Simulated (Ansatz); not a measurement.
Compressing BeS: a fit and a missing row

BeS, F-43m, a = 4.876 Å. Ansatz: PBE, PAW, 420 eV, Γ-centred 8×8×8 mesh on 2 atoms, Gaussian smearing 0.02 eV; no spin polarisation. Symmetry fixes shape and atoms, so the cell is only scaled; pressure is positive in compression.

```tsv
V (Å³/atom)	P (GPa)
12.751	15.14
13.186	?
13.620	6.49
14.055	3.02
14.490	0.02
14.924	-2.58
15.359	-4.83
15.939	-7.38
```

Problem. Take V0 = 14.490 Å³/atom, count pressures from its P0 = 0.02 GPa, fit the third-order Birch–Murnaghan form to the other rows, and predict the missing pressure.

Solution. With the Eulerian strain f = ½[(V0/V)^(2/3) − 1] and y = (P − P0)/[3f(1 + 2f)^(5/2)], the form is the line y = B0 + 1.5 B0 (B0′ − 4) f. Rows (f, y): 0.04449, 91.5; 0.02107, 92.3; 0.01026, 92.6; -0.00974, 93.5; -0.01904, 93.6; -0.03078, 93.9. Means f = 0.002710, y = 92.900; Σ(Δf)² = 0.003889, ΣΔfΔy = -0.1280; the slope is their ratio. y = 92.99 − 32.90 f GPa, so B0 = 93.0 GPa and B0′ = 4 + 2 × (-32.90)/(3 × 92.99) = 3.76. At V = 13.186, f = 0.03244, y = 91.92 and P = 10.49 GPa. The run gave 10.50 GPa, so the fit is 0.01 GPa too low, a small miss on the scale of the series.